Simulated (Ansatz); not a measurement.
ZrO₂

Method: PBE with spin–orbit coupling; two-component spinors; PAW, 420 eV, Γ-centred 6×6×4 mesh, 0.05 eV Gaussian smearing; code Ansatz; PAW files: Ansatz's generated set soft_2.

```yaml
crystal:
  lattice:
    - [3.62082, 0.00000, 0.00000]
    - [0.00000, 3.62082, 0.00000]
    - [0.00000, 0.00000, 5.28315]
  atoms:
    - { symbol: Zr, position: [0.00000, 0.00000, 0.00000] }
    - { symbol: Zr, position: [0.50000, 0.50000, 0.50000] }
    - { symbol: O, position: [0.00000, 0.50000, 0.19281] }
    - { symbol: O, position: [0.00000, 0.50000, 0.69281] }
    - { symbol: O, position: [0.50000, 0.00000, 0.30719] }
    - { symbol: O, position: [0.50000, 0.00000, 0.80719] }
```

The chain of runs began from a cell as deposited in COD, expanded in volume.

Cell and atoms are those of this level's equilibrium.

Path: Γ–X–M–Γ–Z–R–A–Z | X–R | M–A, with Γ = (0.000, 0.000, 0.000), X = (0.000, 0.500, 0.000), M = (0.500, 0.500, 0.000), Z = (0.000, 0.000, 0.500), R = (0.000, 0.500, 0.500), A = (0.500, 0.500, 0.500) in reciprocal vectors of the calculation's cell.

Is it a metal or an insulator, and if it has a gap, where are the band edges on this path?

An insulator with a gap of 4.04 eV on the path, the valence band topping between M and Γ and the conduction band bottoming at Γ; the smallest direct gap is 4.13 eV.

Bands as a text map, energy in eV from the Fermi level (dashes), each leg drawn with the same width:
```
  5.57 | ** *  *   ****   *  *     *     **              
  5.14 | ****   *   * *  *    *     *   **               
  4.71 |****   * *** ****      *     * **          *     
  4.29 |    *********           ********    *************
  3.86 |                              *                **
  3.43 |** ***** **** ****** **     ** **   ***    ****  
  3.00 |****   *****************************   **********
  2.57 |********      **** *********     **********      
  2.14 |**            *****                              
  1.71 |                                                 
  1.29 |                                                 
  0.86 |                                                 
  0.43 |                                                 
  0.00 |-------------------------------------------------
 -0.43 |                                                 
 -0.86 |                                                 
 -1.29 |                                                 
 -1.71 |                                                 
 -2.14 |*********   ***********      ***  *****      ****
 -2.57 |  *     *******  * ******   *   ** *   **  **    
 -3.00 |** ** ** **********   *******  ** *      ******  
 -3.43 |**** ****  ** *****    ********  *  *******  ****
 -3.86 |  *****     **    **  ****   ***    *** ***    **
 -4.29 |*****      ******  * *** **  * ****     ***  **  
 -4.71 |  ** ******* **  *  ***** ***    *******   ***   
 -5.14 |  *** * *  *      ****     *    *  * ****     *  
 -5.57 |   **  *    ***   ******************     **    **
 -6.00 | ** ****    ***  *** ****  ******** *****       *
        Γ    X    M    Γ    Z    R    A    ZX     RM    A
```

Formal charges Zr⁴⁺, O²⁻ balance and leave closed shells on every ion, so a band insulator is expected, and the gap is 4.04 eV.

Within 0.6 eV of the edges the projected states are 94 % O 2p at the top of the valence band and 93 % Zr 4d at the bottom of the conduction band. The lowest excitation takes an electron from O back to Zr, as in ionic insulators.

Kohn–Sham gaps of semilocal functionals lie under measured ones, often by a third or more. The relaxed cell is 4 % larger in volume than the cell of this structure in the Crystallography Open Database (11.13 Å³/atom, 1995).
